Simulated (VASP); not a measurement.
# CdSe (F-43m) in VASP: single point with PBE

Aim: the single point of CdSe with PBE.

All numbers are computed with VASP 6.6.1; they aren't measurements. Logs are shortened: lines on timing, memory, paths and dates and some standing lists are left out, and cuts for length are marked.

## 1. The undisturbed crystal

It takes space group F-43m (No. 216, cubic). The conventional cell has a = 6.141 Å, b = 6.141 Å, c = 6.141 Å, α = 90.00°, β = 90.00°, γ = 90.00°. Around Cd (site symmetry -43m) lie 4 Se at 2.66 Å. Around Se (site symmetry -43m) lie 4 Cd at 2.66 Å.

Measurements of this composition are mostly on another form, of space group No. 186.

## 2. Single point, PBE (the database cell kept)

INCAR

```
PREC = Accurate
ENCUT = 520
EDIFF = 1E-6
ISMEAR = 0
SIGMA = 0.02
LREAL = F
LASPH = T
NELM = 100
ALGO = Fast
ISIF = 2
LWAVE = F
LCHARG = F
GGA = PE
NBANDS = 16
```

KPOINTS

```
regular mesh
0
Gamma
  10 10 10
```

POSCAR

```
CdSe
1.0
    0.0000000000      3.0702711986      3.0702711986
    3.0702711986      0.0000000000      3.0702711986
    3.0702711986      3.0702711986      0.0000000000
Cd Se
1 1
Direct
    0.0000000000      0.0000000000      0.0000000000
    0.7500000000      0.7500000000      0.7500000000
```

Potentials or basis: VASP PAW PBE potentials, release 64 (Cd, Se).

Run with:

```sh
cat potpaw_PBE.64/Cd/POTCAR potpaw_PBE.64/Se/POTCAR > POTCAR
mpirun -np 1 vasp_std > vasp.out
```

OUTCAR:

```text
PREC = Accurate
   ENCUT = 520
   EDIFF = 1E-6
   ISMEAR = 0
   LREAL = F
   LASPH = T
   NELM = 100
   ISIF = 2
   GGA = PE

 ion  position               nearest neighbor table
   1  0.000  0.000  0.000-   2 2.66   2 2.66   2 2.66   2 2.66
   2  0.750  0.750  0.750-   1 2.66   1 2.66   1 2.66   1 2.66

  LATTYP: Found a face centered cubic cell.
 ALAT       =     6.1405423972

  Lattice vectors:

 A1 = (   0.0000000000,   3.0702711986,   3.0702711986)
 A2 = (   3.0702711986,   0.0000000000,   3.0702711986)
 A3 = (   3.0702711986,   3.0702711986,   0.0000000000)

Analysis of symmetry for initial positions (statically):
=====================================================================
 Subroutine PRICEL returns:
 Original cell was already a primitive cell.

 Routine SETGRP: Setting up the symmetry group for a
 face centered cubic supercell.

 Subroutine GETGRP returns: Found 24 space group operations
 (whereof 24 operations were pure point group operations)
 out of a pool of 48 trial point group operations.

The static configuration has the point symmetry T_d .

Analysis of symmetry for dynamics (positions and initial velocities):
=====================================================================
 Subroutine PRICEL returns:
 Original cell was already a primitive cell.

 Routine SETGRP: Setting up the symmetry group for a
 face centered cubic supercell.

 Subroutine GETGRP returns: Found 24 space group operations
 (whereof 24 operations were pure point group operations)
 out of a pool of 48 trial point group operations.

The dynamic configuration has the point symmetry T_d .

 Subroutine INISYM returns: Found 24 space group operations
 (whereof 24 operations are pure point group operations),
 and found     1 'primitive' translations

----------------------------------------------------------------------------------------

                                     Primitive cell

  volume of cell :      57.8842

  direct lattice vectors                    reciprocal lattice vectors
     0.000000000  3.070271199  3.070271199    -0.162852063  0.162852063  0.162852063
     3.070271199  0.000000000  3.070271199     0.162852063 -0.162852063  0.162852063
     3.070271199  3.070271199  0.000000000     0.162852063  0.162852063 -0.162852063

  length of vectors
     4.342019169  4.342019169  4.342019169     0.282068048  0.282068048  0.282068048

  position of ions in fractional coordinates (direct lattice)
     0.000000000  0.000000000  0.000000000
     0.750000000  0.750000000  0.750000000

  ion indices of the primitive-cell ions
   primitive index   ion index
                 1           1
                 2           2

----------------------------------------------------------------------------------------

 KPOINTS: regular mesh

Automatic generation of k-mesh.
 Grid dimensions read from file:
 generate k-points for:   10   10   10

 Generating k-lattice:

  Cartesian coordinates                     Fractional coordinates (reciprocal lattice)
    -0.016285206  0.016285206  0.016285206     0.100000000  0.000000000  0.000000000
     0.016285206 -0.016285206  0.016285206     0.000000000  0.100000000  0.000000000
     0.016285206  0.016285206 -0.016285206     0.000000000  0.000000000  0.100000000

  Length of vectors
     0.028206805  0.028206805  0.028206805

  Shift w.r.t. Gamma in fractional coordinates (k-lattice)
     0.000000000  0.000000000  0.000000000

 Subroutine IBZKPT returns following result:
 ===========================================

 Found     47 irreducible k-points:

 Following reciprocal coordinates:
            Coordinates               Weight
  0.000000  0.000000  0.000000      1.000000
  0.100000  0.000000  0.000000      8.000000
  0.200000  0.000000  0.000000      8.000000
  0.300000  0.000000  0.000000      8.000000
  0.400000  0.000000  0.000000      8.000000
  0.500000  0.000000  0.000000      4.000000
[... 16 lines left out ...]
  0.300000  0.300000  0.000000      6.000000
  0.400000  0.300000  0.000000     24.000000
 [... further k-points ...]
   k-points           NKPTS =     47   k-points in BZ     NKDIM =     47   number of bands    NBANDS=     16
   number of dos      NEDOS =    301   number of ions     NIONS =      2
   total plane-waves  NPLWV =  32768
   dimension x,y,z NGX =    32 NGY =   32 NGZ =   32
   dimension x,y,z NGXF=    64 NGYF=   64 NGZF=   64
   ions per type =               1   1
   NGX,Y,Z   is equivalent  to a cutoff of  12.25, 12.25, 12.25 a.u.
   NGXF,Y,Z  is equivalent  to a cutoff of  24.50, 24.50, 24.50 a.u.
 SYSTEM =  unknown system
   PREC   = accura    normal or accurate (medium, high low for compatibility)
   ISTART =      0    job   : 0-new  1-cont  2-samecut
   ICHARG =      2    charge: 1-file 2-atom 10-const
   ISPIN  =      1    spin polarized calculation?
   LNONCOLLINEAR =      F non collinear calculations
   LSORBIT =      F    spin-orbit coupling
   LASPH  =      T    aspherical Exc in radial PAW
   ENCUT  =  520.0 eV  38.22 Ry    6.18 a.u.   8.07  8.07  8.07*2*pi/ulx,y,z
   NELM   =    100;   NELMIN=  2; NELMDL= -5     # of ELM steps
   EDIFF  = 0.1E-05   stopping-criterion for ELM
   LREAL  =      F    real-space projection
   EDIFFG = 0.1E-04   stopping-criterion for IOM
   NSW    =      0    number of steps for IOM
   IBRION =     -1    ionic relax: 0-MD 1-quasi-New 2-CG
   NFREE  =      0    steps in history (QN), initial steepest desc. (CG)
   ISIF   =      2    stress and relaxation
   ISYM   =      2    0-nonsym 1-usesym 2-fastsym
   POTIM  = 0.5000    time-step for ionic-motion
   TEBEG  =    0.0;   TEEND  =   0.0 temperature during run
   PSTRESS=    0.0 pullay stress
   NELECT =      18.0000    total number of electrons
   NUPDOWN=      -1.0000    fix difference up-down
   EMIN   =  10.00;   EMAX   =-10.00  energy-range for DOS
   EFERMI =   0.00;   METHOD = LEGACY
   ISMEAR =     0;   SIGMA  =   0.02  broadening in eV -4-tet -1-fermi 0-gaus
   EFERMI_NEDOS =   21; number of points for ismear=-14 and -15
   IALGO  =     68    algorithm
   IMIX   =      4    mixing-type and parameters
     AMIX     =   0.40;   BMIX     =  1.00
     AMIX_MAG =   1.60;   BMIX_MAG =  1.00
  volume/ion in A,a.u.               =      28.94       195.31
  Fermi-wavevector in a.u.,A,eV,Ry     =   1.109121  2.095935 16.737199  1.230149
  Thomas-Fermi vector in A             =   2.245657
   LORBIT       =      0    0 simple, 1 ext, 2 COOP (PROOUT), +10 PAW based schemes
   GGA     = PE    functional components
   LHFCALC =     F    Hartree Fock is set to
   AEXX    =    0.0000 exact exchange contribution
   IVDW    =     0    specifies the selected vdW correction
   LEPSILON=     F    determine dielectric tensor
   LRPA    =     F    only Hartree local field effects (RPA)
 non-spin polarized calculation
 RMM-DIIS sequential band-by-band and
 Gauss-broadening in eV      SIGMA  =   0.02
  energy-cutoff  :      520.00
  volume of cell :       57.88
 maximum number of plane-waves:      1588
   NGX = 17   NGY = 17   NGZ = 17

 number of electron      18.0000008 magnetization

 Free energy of the ion-electron system (eV)
  ---------------------------------------------------
  ext. energy  EPLUGINS =         0.00000000
  ---------------------------------------------------
  free energy    TOTEN  =        -5.49107267 eV

  energy without entropy =       -5.49107267  energy(sigma->0) =       -5.49107267

 E-fermi :   0.8574     XC(G=0):  -8.7562

 val. band max:        0.7184601165   @ k =   0.0000   0.0000   0.0000
 cond. band min:       1.2685360776   @ k =   0.0000   0.0000   0.0000
 fundamental gap:      0.5500759611
 Fermi energy:         0.8573816476

 k-point     1 :       0.0000    0.0000    0.0000
  band No.  band energies     occupation
      1     -11.7188      2.00000
      2      -7.1230      2.00000
      3      -7.1230      2.00000
      4      -7.1230      2.00000
      5      -6.7785      2.00000
      6      -6.7785      2.00000
[... 8 lines left out ...]
     15      11.7530      0.00000
     16      11.7530      0.00000

 k-point     2 :       0.1000    0.0000    0.0000
  band No.  band energies     occupation
      1     -11.6861      2.00000
      2      -7.1126      2.00000
      3      -7.1126      2.00000
      4      -7.0937      2.00000
      5      -6.7791      2.00000
      6      -6.7791      2.00000
[... 8 lines left out ...]
     15      11.1644      0.00000
     16      11.1644      0.00000

 k-point     3 :       0.2000    0.0000    0.0000
  band No.  band energies     occupation
      1     -11.5999      2.00000
      2      -7.0869      2.00000
      3      -7.0869      2.00000
      4      -6.9980      2.00000
      5      -6.7786      2.00000
      6      -6.7786      2.00000
[... 8 lines left out ...]
     15      10.7332      0.00000
     16      11.0504      0.00000

 k-point     4 :       0.3000    0.0000    0.0000
  band No.  band energies     occupation
      1     -11.4922      2.00000
      2      -7.0594      2.00000
      3      -7.0594      2.00000
      4      -6.8266      2.00000
      5      -6.7725      2.00000
      6      -6.7725      2.00000
[... 8 lines left out ...]
     15      10.9834      0.00000
     16      10.9834      0.00000
[... 324 lines left out ...]
 k-point    22 :      -0.2000    0.2000    0.0000
  band No.  band energies     occupation
      1     -11.4560      2.00000
      2      -7.0435      2.00000
      3      -7.0299      2.00000
      4      -6.8289      2.00000
      5      -6.7915      2.00000
      6      -6.7208      2.00000
[... 8 lines left out ...]
     15      11.8952      0.00000
     16      13.0098      0.00000

 k-point    23 :       0.3000    0.3000    0.0000
  band No.  band energies     occupation
      1     -11.4190      2.00000
      2      -6.9734      2.00000
      3      -6.9734      2.00000
      4      -6.9370      2.00000
      5      -6.7432      2.00000
      6      -6.7345      2.00000
[... 8 lines left out ...]
     15      12.4726      0.00000
     16      14.4586      0.00000

 k-point    24 :       0.4000    0.3000    0.0000
  band No.  band energies     occupation
      1     -11.3507      2.00000
      2      -6.9666      2.00000
      3      -6.9436      2.00000
      4      -6.8973      2.00000
      5      -6.7377      2.00000
      6      -6.6200      2.00000
[... 8 lines left out ...]
     15      12.8607      0.00000
     16      14.2530      0.00000

 [... further k-points ...]
[... 5 lines left out ...]
  --------------------------------------------------------------------------------------
  -------------------------------------------------------------------------------------
  Total        0.5648220      0.5648220      0.5648220      0.0000000     -0.0000000      0.0000000
  in kB       15.6337071     15.6337071     15.6337071      0.0000000     -0.0000000      0.0000000
  external PRESSURE =      15.6337071 kB  Pullay stress =       0.0000000 kB

 VOLUME and BASIS-vectors are now :
 -----------------------------------------------------------------------------
  energy-cutoff  :      520.00
  volume of cell :       57.88
      direct lattice vectors                 reciprocal lattice vectors
     0.000000000  3.070271199  3.070271199    -0.162852063  0.162852063  0.162852063
     3.070271199  0.000000000  3.070271199     0.162852063 -0.162852063  0.162852063
     3.070271199  3.070271199  0.000000000     0.162852063  0.162852063 -0.162852063

 POSITION                                       TOTAL-FORCE (eV/Angst)
 -----------------------------------------------------------------------------------
      0.00000      0.00000      0.00000        -0.000000     -0.000000      0.000000
      4.60541      4.60541      4.60541         0.000000      0.000000     -0.000000
 -----------------------------------------------------------------------------------
    total drift:                                0.000001      0.000001      0.000000

  FREE ENERGIE OF THE ION-ELECTRON SYSTEM (eV)
  ---------------------------------------------------
  free  energy   TOTEN  =        -5.4910726681 eV

  energy  without entropy=       -5.4910726681  energy(sigma->0) =       -5.49107267
```

It took 27 s on 1 thread of Intel Xeon Platinum 8259CL at 2.50GHz (Skylake/Cascade Lake), shared host; peak memory 0.2 GiB.

What came out:

```
Free energy            : -5.4911 eV
Pressure               : 1.6 GPa
Band gap on the k mesh : 0.55 eV, direct
```

Levels at points of the mesh, in eV from the valence-band top:
```
           k point  band 6  band 7  band 8  band 9  band 10  band 11  band 12  band 13
(0.00, 0.00, 0.00)   -7.50    0.00    0.00    0.00     0.55     5.93     5.93     5.93
(0.50, 0.00, 0.00)   -7.22   -4.22   -0.71   -0.71     2.36     6.44     6.44     7.34
(0.50, 0.50, 0.00)   -7.16   -3.95   -1.76   -1.76     3.19     3.73     8.98    10.05
```
